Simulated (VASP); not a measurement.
**BaTe: band structure with PBE**

BaTe:

```
CELL_PARAMETERS angstrom
0.00000 3.41000 3.41000
3.41000 0.00000 3.41000
3.41000 3.41000 0.00000
ATOMIC_POSITIONS crystal
Ba 0.00000 0.00000 0.00000
Te 0.50000 0.50000 0.50000
```

```json
{"Program": "VASP 6.6.1", "Task": "band structure", "Functional": "PBE", "Potentials or basis": "VASP PAW PBE potentials, release 64 (Ba_sv_GW, Te_GW)", "Cutoff": "450 eV", "k mesh": "6 × 6 × 6", "Occupations": "gaussian, width 0.02 eV", "Spin": "no spin polarisation", "Further INCAR settings": "ALGO = Normal; EDIFF = 1e-06; NBANDS = 15"}
```

```json
{"Pressure": "3.8 GPa", "Band gap on the k mesh": "1.42 eV, indirect (least direct gap 1.76 eV)", "Band gap along the path": "1.42 eV, indirect (least direct gap 1.76 eV)"}
```

Levels at the corners of the path, in eV from the valence-band top:
```csv
point,band 6,band 7,band 8,band 9,band 10,band 11
Γ,0.00,0.00,0.00,2.96,2.96,2.96
X,-1.07,-0.34,-0.34,1.42,4.65,5.09
X,-1.07,-0.34,-0.34,1.42,4.65,5.09
W,-1.37,-0.92,-0.92,3.54,3.54,5.13
W,-1.37,-0.92,-0.92,3.54,3.54,5.13
K,-1.32,-1.02,-0.80,2.55,5.17,5.38
K,-1.32,-1.02,-0.80,2.55,5.17,5.38
Γ,0.00,0.00,0.00,2.96,2.96,2.96
Γ,0.00,0.00,0.00,2.96,2.96,2.96
L,-2.38,-1.22,-1.22,4.23,5.03,5.15
L,-2.38,-1.22,-1.22,4.23,5.03,5.15
U,-1.32,-1.02,-0.80,2.55,5.17,5.38
U,-1.32,-1.02,-0.80,2.55,5.17,5.38
W,-1.37,-0.92,-0.92,3.54,3.54,5.13
W,-1.37,-0.92,-0.92,3.54,3.54,5.13
L,-2.38,-1.22,-1.22,4.23,5.03,5.15
L,-2.38,-1.22,-1.22,4.23,5.03,5.15
K,-1.32,-1.02,-0.80,2.55,5.17,5.38
U,-1.32,-1.02,-0.80,2.55,5.17,5.38
X,-1.07,-0.34,-0.34,1.42,4.65,5.09
```

Wall time 30 s on 1 thread of Intel(R) Xeon(R) 6975P-C (Granite Rapids) (shared host), peak memory 0.21 GiB.

Caveat: spin-orbit coupling is left out, which moves the levels of the heavy elements.
